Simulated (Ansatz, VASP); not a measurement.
**One calculation of LiCl, two programs**

INCAR

```
SYSTEM = LiCl
  ALGO = Normal
  EDIFF = 1E-6
  ENCUT = 520
  ISIF = 2
  ISMEAR = 0
  LASPH = .TRUE.
  LCHARG = .TRUE.
  LELF = .TRUE.
  LREAL = .FALSE.
  LVHAR = .TRUE.
  LWAVE = .FALSE.
  NBANDS = 18
  NELM = 80
  PREC = Accurate
  SIGMA = 0.05
```

File KPOINTS:

```
k-points
0
G
  9 9 4
  0 0 0
```

File POSCAR:

```
LiCl
1.0
    4.0426286746      0.0000000000      0.0000000000
   -2.0213143373      3.5010191302      0.0000000000
    0.0000000000      0.0000000000      6.3571610000
Li Cl
2 2
Direct
    0.6666666667      0.3333333333      0.8760170000
    0.3333333333      0.6666666667      0.3760170000
    0.6666666667      0.3333333333      0.4989840000
    0.3333333333      0.6666666667      0.9989840000
```

Input for Ansatz:

```yaml
crystal:
  lattice:
    - [4.0426286746, 0.0, 0.0]
    - [-2.0213143373, 3.5010191302, 0.0]
    - [0.0, 0.0, 6.357161]
  atoms:
    - { symbol: Li, position: [0.6666666667, 0.3333333333, 0.876017] }
    - { symbol: Li, position: [0.3333333333, 0.6666666667, 0.376017] }
    - { symbol: Cl, position: [0.6666666667, 0.3333333333, 0.498984] }
    - { symbol: Cl, position: [0.3333333333, 0.6666666667, 0.998984] }
basis:
  ecutwfc: 420
kpoints:
  mp_grid: { grid: [9, 9, 4] }
hamiltonian:
  xc: lda
scf:
  occupations: { method: gaussian, width: 0.05 }
output:
  forces: true
  stress: true
  eigenvalues: true
```

Change from the starting cell: strain +0.0300 x Voigt [1, 1, 0, 0, 0, 0], atoms carried along.

Alike in both runs: task single point; functional LDA; k mesh 9 × 9 × 4; occupations gaussian, width 0.05 eV; no spin polarisation.

```csv
,VASP,Ansatz
version,VASP 6.6.1,Ansatz 0.2.0
potentials or method,"VASP PAW LDA potentials, release 64 (Li_sv, Cl)","scalar-relativistic, plane waves, PAW"
plane-wave cutoff (eV),520,420
valence electrons in the cell,20,20
```

```csv
,VASP,Ansatz,Ansatz less VASP
gap on the k mesh at the Fermi level (eV),5.31,5.30,-0.011
least direct gap on the mesh (eV),5.31,5.30,-0.011
rms of the force components (eV/Å),0.033,0.033,-0.0004
```

Atom by atom the forces differ by 0.000 eV/Å (rms over components).

Caveats: an odd mesh through Γ misses points on the zone boundary, where band edges often lie.
